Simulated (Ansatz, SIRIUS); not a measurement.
Ta: 8 runs at one level of theory

```xyz
1
Lattice="-1.6513 1.6513 1.6513 1.6513 -1.6513 1.6513 1.6513 1.6513 -1.6513" Properties=species:S:1:pos:R:3 pbc="T T T"
Ta    0.0000    0.0000    0.0000
```

Alike in all runs: task equation of state; functional PBE; k mesh 11 × 11 × 11; occupations fermi-dirac, width 0.05 eV; no spin polarisation; no spin-orbit coupling.

```csv
program and potentials,plane-wave cutoff (eV),notes,equilibrium volume (Å³/atom),bulk modulus (GPa)
"Ansatz, JTH PAW",1290,-,18.24,194.7
"Ansatz, PseudoDojo stringent",1796,-,18.20,194.0
"Ansatz, Ansatz PAW (files of its older set among them)",520,-,18.25,193.5
"Ansatz, PseudoDojo standard",789,-,18.24,194.7
"Ansatz, SPMS NC",463,-,18.24,194.6
"Ansatz, Ansatz NC",1000,-,18.24,193.2
"SIRIUS, all-electron FP-LAPW, apw+lo standard",-,-,18.24,193.4
"Ansatz, Ansatz PAW",420,-,?,?
```

Problem. Estimate from the other rows what the run with Ansatz, Ansatz PAW gave.

Solution. Equilibrium volume 18.24 Å³/atom; bulk modulus 194.8 GPa. The other rows, which needn't bracket it: equilibrium volume 18.20 to 18.25; bulk modulus 193.2 to 194.7.
